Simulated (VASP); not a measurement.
# Si2W (I4/mmm) in VASP: notebook

The runs below take Si2W through optical spectrum, density of states, electric field gradients, core levels, with PBEsol.

Program: VASP 6.6.1. These are calculated values, not measurements. Logs are shortened: lines on timing, memory, paths and dates and some standing lists are left out, and cuts for length are marked.

## (1) The structure

The structure is tetragonal, space group I4/mmm (No. 139). The conventional cell has a = 3.214 Å, b = 3.214 Å, c = 7.830 Å, α = 90.00°, β = 90.00°, γ = 90.00°. W (site symmetry 4/mmm) has 10 Si at 2.62 Å as nearest neighbours. Si (site symmetry 4mm) is surrounded by 5 Si at 2.59 to 2.63 Å and 5 W at 2.62 Å.

## (2) Optical spectrum, PBEsol

INCAR

```
PREC = Accurate ; ENCUT = 520
EDIFF = 1E-6 ; ISMEAR = 0
SIGMA = 0.02 ; LREAL = False
LASPH = True ; NELM = 100
ALGO = Fast ; ISIF = 2
LWAVE = False ; LCHARG = False
GGA = PS ; LOPTICS = True
NBANDS = 43 ; NEDOS = 1000
CSHIFT = 0.05
```

KPOINTS

```
Automatic mesh
0
Gamma
  12 12 12
```

POSCAR

```
Si2W
1.0
   -1.6069000000      1.6069000000      3.9149500000
    1.6069000000     -1.6069000000      3.9149500000
    1.6069000000      1.6069000000     -3.9149500000
W Si
1 2
Direct
    0.0000000000      0.0000000000      0.0000000000
    0.6653000000      0.6653000000      0.0000000000
    0.3347000000      0.3347000000      0.0000000000
```

Potentials or basis: VASP PAW PBE potentials, release 64 (W_sv, Si).

On the command line:

```console
$ cat potpaw_PBE.64/W_sv/POTCAR potpaw_PBE.64/Si/POTCAR > POTCAR
$ mpirun -np 1 vasp_std > vasp.out
```

OUTCAR:

```text
PREC = Accurate
   ENCUT = 520
   EDIFF = 1E-6
   ISMEAR = 0
   LREAL = False
   LASPH = True
   NELM = 100
   ISIF = 2
   GGA = PS

 ion  position               nearest neighbor table
   1  0.000  0.000  0.000-   2 2.62   2 2.62   2 2.62   3 2.62   2 2.62   3 2.62   3 2.62   3 2.62
                             2 2.62   3 2.62
   2  0.665  0.665  0.000-   3 2.59   1 2.62   1 2.62   1 2.62   1 2.62   1 2.62   3 2.63   3 2.63
                             3 2.63   3 2.63
   3  0.335  0.335  0.000-   2 2.59   1 2.62   1 2.62   1 2.62   1 2.62   1 2.62   2 2.63   2 2.63
                             2 2.63   2 2.63

  LATTYP: Found a body centered tetragonal cell.
 ALAT       =     3.2138000000
 C/A-ratio  =     2.4363370465

  Lattice vectors:

 A1 = (  -1.6069000000,   1.6069000000,   3.9149500000)
 A2 = (   1.6069000000,  -1.6069000000,   3.9149500000)
 A3 = (   1.6069000000,   1.6069000000,  -3.9149500000)

Analysis of symmetry for initial positions (statically):
=====================================================================
 Subroutine PRICEL returns:
 Original cell was already a primitive cell.

 Routine SETGRP: Setting up the symmetry group for a
 body centered tetragonal supercell.

 Subroutine GETGRP returns: Found 16 space group operations
 (whereof 16 operations were pure point group operations)
 out of a pool of 16 trial point group operations.

The static configuration has the point symmetry D_4h.

Analysis of symmetry for dynamics (positions and initial velocities):
=====================================================================
 Subroutine PRICEL returns:
 Original cell was already a primitive cell.

 Routine SETGRP: Setting up the symmetry group for a
 body centered tetragonal supercell.

[... 800 lines left out ...]
  external PRESSURE =     -15.7331611 kB  Pullay stress =       0.0000000 kB

 VOLUME and BASIS-vectors are now :
 -----------------------------------------------------------------------------
  energy-cutoff  :      520.00
  volume of cell :       40.44
      direct lattice vectors                 reciprocal lattice vectors
    -1.606900000  1.606900000  3.914950000     0.000000000  0.311158131  0.127715552
     1.606900000 -1.606900000  3.914950000     0.311158131  0.000000000  0.127715552
     1.606900000  1.606900000 -3.914950000     0.311158131  0.311158131  0.000000000

 POSITION                                       TOTAL-FORCE (eV/Angst)
 -----------------------------------------------------------------------------------
      0.00000      0.00000      0.00000        -0.000000     -0.000000      0.000000
      0.00000      0.00000      5.20923         0.000000      0.000000      0.032686
      0.00000      0.00000      2.62067         0.000000      0.000000     -0.032686
 -----------------------------------------------------------------------------------
    total drift:                               -0.000000     -0.000000      0.000000

  FREE ENERGIE OF THE ION-ELECTRON SYSTEM (eV)
  ---------------------------------------------------
  free  energy   TOTEN  =       -26.6383200167 eV

  energy  without entropy=      -26.6382651294  energy(sigma->0) =      -26.63829257

 electrical conductivity sigma (Mega S m-1) (frequency dependency in vasprun.xml)
  --------------------------------------------------------------------------------------
       0.000       0.000       0.000
       0.000       0.000      -0.000
       0.000      -0.000       0.079

  frequency dependent IMAGINARY DIELECTRIC FUNCTION (independent particle, no local field effects) density-density
     E(ev)      X         Y         Z        XY        YZ        ZX
  --------------------------------------------------------------------------------------------------------------
     0.00000     0.00000     0.00000     0.00000     0.00000     0.00000     0.00000
     1.35385     4.34691     4.34691     9.14320     0.00000    -0.00000     0.00000
     2.70770    20.00239    20.00239    43.02770     0.00000    -0.00000     0.00000
     4.06155    37.38520    37.38520    29.40266     0.00000    -0.00000     0.00000
     5.41541    34.34403    34.34403    10.62735     0.00000    -0.00000     0.00000
     6.76926    16.10432    16.10432    18.72591     0.00000    -0.00000     0.00000
[... 92 lines left out ...]
   132.67742     0.00000     0.00000     0.00000     0.00000    -0.00000     0.00000
   134.03127     0.00000     0.00000     0.00000     0.00000    -0.00000     0.00000

  frequency dependent      REAL DIELECTRIC FUNCTION (independent particle, no local field effects) density-density
     E(ev)        X           Y           Z          XY          YZ          ZX
  --------------------------------------------------------------------------------------------------------------
     0.00000    24.58487    24.58487    26.96839    -0.00000     0.00000    -0.00000
     1.35385    22.32981    22.32981    33.04109    -0.00000     0.00000    -0.00000
     2.70770    24.10497    24.10497    19.41588     0.00000    -0.00000    -0.00000
     4.06155    17.17672    17.17672     7.50059    -0.00000    -0.00000     0.00000
     5.41541    -1.43723    -1.43723     0.32933    -0.00000     0.00000     0.00000
     6.76926   -11.16299   -11.16299    -6.70338     0.00000    -0.00000     0.00000
[... 92 lines left out ...]
   132.67742     0.96043     0.96043     0.96033    -0.00000    -0.00000     0.00000
   134.03127     0.96126     0.96126     0.96116    -0.00000    -0.00000     0.00000

  frequency dependent IMAGINARY DIELECTRIC FUNCTION (independent particle, no local field effects) current-current
     E(ev)      X         Y         Z        XY        YZ        ZX
  --------------------------------------------------------------------------------------------------------------
     0.00000     0.00000     0.00000     0.00000     0.00000     0.00000     0.00000
     1.35385     4.22514     4.22514     8.94172     0.00000     0.00000     0.00000
     2.70770    20.51882    20.51882    44.41007     0.00000     0.00000     0.00000
     4.06155    37.30816    37.30816    29.61893     0.00000    -0.00000     0.00000
     5.41541    34.15285    34.15285    10.58671     0.00000    -0.00000     0.00000
     6.76926    16.08370    16.08370    18.75660     0.00000    -0.00000     0.00000
[... 92 lines left out ...]
   132.67742    -0.00000    -0.00000     0.00000     0.00000     0.00000     0.00000
   134.03127    -0.00000    -0.00000     0.00000     0.00000     0.00000     0.00000

  frequency dependent      REAL DIELECTRIC FUNCTION (independent particle, no local field effects) current-current
     E(ev)        X           Y           Z          XY          YZ          ZX
  --------------------------------------------------------------------------------------------------------------
     0.00000    25.21522    25.21522    27.04601    -0.00000     0.00000    -0.00000
     1.35385    22.01270    22.01270    32.36430    -0.00000    -0.00000    -0.00000
     2.70770    23.15450    23.15450    17.48702    -0.00000     0.00000    -0.00000
     4.06155    16.15916    16.15916     6.73272     0.00000     0.00000     0.00000
     5.41541    -2.16489    -2.16489     0.03227     0.00000     0.00000    -0.00000
     6.76926   -11.46600   -11.46600    -7.07015    -0.00000     0.00000     0.00000
[... 92 lines left out ...]
   132.67742     0.96041     0.96041     0.96031     0.00000    -0.00000     0.00000
   134.03127     0.96124     0.96124     0.96114     0.00000    -0.00000     0.00000
```

stdout:

```text
POSCAR found type information on POSCAR W Si
 POSCAR found :  2 types and       3 ions
 scaLAPACK will be used
 -----------------------------------------------------------------------------
|                                                                             |
|                                                                             |
|     You enforced a specific xc type in the INCAR file but a different       |
|     I HOPE YOU KNOW WHAT YOU ARE DOING!                                     |
|                                                                             |
 -----------------------------------------------------------------------------

 LDA part: xc-table for (Slater+PW92), standard interpolation
 POSCAR, INCAR and KPOINTS ok, starting setup
 FFT: planning ... GRIDC
 FFT: planning ... GRID_SOFT
 FFT: planning ... GRID
 WAVECAR not read
 entering main loop
WARNING in EDDRMM: call to ZHEGV failed, returncode =   8  4     40
 optical routines
 imaginary and real dielectric function
 recalculating local potential from charge density
 direction            1
 direction            2
 direction            3
```

Wall time 3.7 min (1 thread of Intel Xeon Platinum 8488C (Sapphire Rapids), shared host); peak memory 0.54 GiB.

Results:

```
Free energy            : -26.6383 eV
Pressure               : -1.6 GPa
Largest force          : 0.033 eV/Å
Band gap on the k mesh : none (metal or under the smearing width)
```

Forces on the atoms (eV/Å):
```
W    0.000  0.000  0.000
Si   0.000  0.000  0.033
Si   0.000  0.000 -0.033
```

Levels at points of the mesh, in eV from the Fermi level:
```tsv
k point	band 9	band 10	band 11	band 12	band 13	band 14
(0.00, 0.00, 0.00)	-2.88	-2.88	0.56	2.73	2.87	3.04
(0.50, 0.00, 0.00)	-2.84	-2.82	-0.48	2.64	2.76	3.91
(0.50, 0.50, 0.00)	-5.05	-3.30	-1.80	2.78	2.90	3.07
(0.50, 0.50, 0.50)	-0.87	-0.87	-0.55	-0.55	0.74	4.49
```

Dielectric function (mean over the directions given):
```csv
energy (eV),real part,imaginary part
0.27,26.88,0.00
0.95,26.44,0.12
1.62,29.20,7.91
2.30,32.12,25.30
2.98,16.21,17.98
3.66,14.49,16.69
4.33,5.84,28.60
5.01,3.37,31.03
5.69,-5.37,23.35
6.36,-6.70,15.00
7.04,-12.52,16.76
7.72,-9.95,8.78
8.39,-8.29,5.46
9.07,-6.45,4.60
9.75,-5.47,3.71
10.42,-5.00,1.70
11.10,-4.04,1.73
11.78,-3.16,1.12
12.46,-2.69,1.00
13.13,-2.40,0.78
13.81,-1.97,0.76
14.49,-1.71,0.53
15.16,-1.49,0.39
15.84,-1.20,0.40
16.52,-0.99,0.31
17.19,-0.79,0.19
17.87,-0.61,0.17
18.55,-0.41,0.20
19.22,-0.32,0.19
19.90,-0.19,0.19
```

Caveat: spectra need much finer meshes, so this one isn't converged; independent-particle spectra lack excitons; the intraband (Drude) part of a metal's response may be missing; the PAW data sets were made with another functional, which shifts forces and pressure a little. The run has no spin-orbit coupling, so splittings on W are missing.

## (3) Density of states, PBEsol

POSCAR is that of step 2.

INCAR.step1

```
  PREC = Accurate
  ENCUT = 520
  EDIFF = 1E-6
  ISMEAR = 0
  SIGMA = 0.02
  LREAL = False
  LASPH = True
  NELM = 100
  ALGO = Normal
  ISIF = 2
  LWAVE = False
  LCHARG = True
  LMAXMIX = 4
  GGA = PS
  NBANDS = 18
```

KPOINTS.step1

```
Automatic mesh
0
Gamma
  12 12 12
```

INCAR.step2

```
  PREC = Accurate
  ENCUT = 520
  EDIFF = 1E-6
  ISMEAR = -5
  SIGMA = 0.02
  LREAL = False
  LASPH = True
  NELM = 100
  ALGO = Normal
  ISIF = 2
  LWAVE = False
  LCHARG = False
  LMAXMIX = 4
  GGA = PS
  LORBIT = 11
  NBANDS = 18
  NEDOS = 1001
  ICHARG = 11
```

KPOINTS.step2

```
Automatic mesh
0
Gamma
  18 18 18
```

Potentials or basis: VASP PAW PBE potentials, release 64 (W_sv, Si).

On the command line:

```console
$ cat potpaw_PBE.64/W_sv/POTCAR potpaw_PBE.64/Si/POTCAR > POTCAR
$ cp INCAR.step1 INCAR
$ cp KPOINTS.step1 KPOINTS
$ mpirun -np 1 vasp_std > vasp.out
$ cp INCAR.step2 INCAR
$ cp KPOINTS.step2 KPOINTS
$ mpirun -np 1 vasp_std > vasp.out
```

It took 3.3 min on 1 thread of Intel Xeon Platinum 8488C (Sapphire Rapids), shared host; peak memory 0.46 GiB.

Results (log left out):

```
Valence electrons inside the program's atomic spheres : W 12.24; Si 1.63
```

Levels at points of the mesh, in eV from the Fermi level:
| k point | band 9 | band 10 | band 11 | band 12 | band 13 | band 14 |
| --- | --- | --- | --- | --- | --- | --- |
| (0.00, 0.00, 0.00) | -2.83 | -2.83 | 0.62 | 2.78 | 2.92 | 3.10 |
| (0.50, 0.00, 0.00) | -2.79 | -2.76 | -0.43 | 2.69 | 2.82 | 3.96 |
| (0.50, 0.50, 0.00) | -5.00 | -3.25 | -1.74 | 2.83 | 2.96 | 3.12 |
| (0.50, 0.50, 0.50) | -0.81 | -0.81 | -0.49 | -0.49 | 0.79 | 4.54 |

States per cell in windows of 1 eV (zero at the Fermi level; states under -8 eV left out):
```tsv
from (eV)	total	W1_d	Si2_p	Si3_p	W1_p	Si2_s	Si3_s
-8.0	0.63	0.09	0.04	0.04	0.01	0.06	0.06
-7.0	1.05	0.15	0.11	0.11	0.03	0.02	0.02
-6.0	0.83	0.14	0.08	0.08	0.02	0.02	0.02
-5.0	1.27	0.29	0.09	0.09	0.03	0.05	0.05
-4.0	1.61	0.53	0.11	0.11	0.04	0.04	0.04
-3.0	3.68	1.39	0.27	0.27	0.15	0.03	0.03
-2.0	1.08	0.49	0.07	0.07	0.02	0.01	0.01
-1.0	0.65	0.40	0.02	0.02	0.00	0.00	0.00
0.0	0.55	0.23	0.04	0.04	0.01	0.02	0.02
1.0	1.39	0.57	0.08	0.08	0.02	0.05	0.05
2.0	2.19	0.96	0.11	0.11	0.04	0.09	0.09
3.0	1.77	0.66	0.09	0.09	0.03	0.05	0.05
4.0	2.11	0.68	0.15	0.15	0.04	0.06	0.06
5.0	1.59	0.41	0.13	0.13	0.06	0.04	0.04
6.0	1.53	0.34	0.15	0.15	0.07	0.04	0.04
7.0	1.61	0.29	0.17	0.17	0.07	0.04	0.04
```

Caveat: the PAW data sets were made with another functional, which shifts forces and pressure a little; tetrahedron occupations give inexact forces and stress in metals. Spin-orbit coupling is left out, which matters for the levels of W.

(Continued in part 2 of 2.)
